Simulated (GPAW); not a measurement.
Crystal: TiO2.

```
Ti O
1.0
     4.59984    0.00000    0.00000
     0.00000    4.59984    0.00000
     0.00000    0.00000    2.95921
Ti O
2 4
Direct
  0.00000 0.00000 0.50000
  0.50000 0.50000 0.00000
  0.30432 0.30432 0.50000
  0.19568 0.80432 0.00000
  0.80432 0.19568 0.00000
  0.69568 0.69568 0.50000
```

The cell is a database's computed one.

Base run:

| Item | Value |
| --- | --- |
| Program | GPAW 26.7.0 |
| Functional | revTPSS |
| Potentials or basis | GPAW PAW data sets (gpaw-data 1.2.1) |
| Cutoff | 800 eV |
| Basis | pw |
| k mesh | 4 × 4 × 6 |
| Occupations | fermi-dirac, width 0.05 eV |
| Spin | no spin polarisation |

Its results: band gap on the k mesh 2.01 eV, direct; largest force 0.053 eV/Å.

**Question.** The run is repeated on the same cell with these changes: functional from revTPSS to vdW-DF; band points from 100 to 60. What comes out?

**Answer.** Band gap on the k mesh 1.89 eV, direct; largest force 0.150 eV/Å.

Caveats: the PAW data sets were made with another functional, which shifts forces and pressure a little.
